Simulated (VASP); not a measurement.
A run of VASP 6.6.1 is set up as follows.

File INCAR:

```
SYSTEM = InP
  ALGO = Normal
  EDIFF = 1E-7
  EDIFFG = -0.01
  ENCUT = 600
  IBRION = 2
  ISIF = 2
  ISMEAR = 0
  LASPH = .True.
  LCHARG = .False.
  LMIXTAU = .True.
  LREAL = .False.
  LWAVE = .False.
  METAGGA = R2SCAN
  NELM = 80
  NSW = 40
  PREC = Accurate
  SIGMA = 0.03
```

KPOINTS

```
k-points
0
Gamma
  8 8 8
  0 0 0
```

Contents of POSCAR:

```
InP                                     
1.0
   -0.0000000000      2.9718826394      2.9718826394
    2.9718826394     -0.0000000000      2.9718826394
    2.9718826394      2.9718826394      0.0000000000
  In              P             
     1     1
Direct
     0.0000000000000000    0.0000000000000000    0.0000000000000000
     0.2500000000000000    0.2500000000000000    0.2500000000000000
```

Potentials or basis: VASP PAW PBE potentials, release 64 (In_d, P).

The run is started by

```sh
$ cat potpaw_PBE.64/In_d/POTCAR potpaw_PBE.64/P/POTCAR > POTCAR
$ mpirun -np 1 vasp_std > vasp.out
```

(1) Predict the band gap on the k mesh.

Answers

(1) 0.92 eV, direct.

Caveat: the relaxation stopped at its first step, so nothing moved; spin-orbit coupling is left out, which moves the levels of the heavy elements.
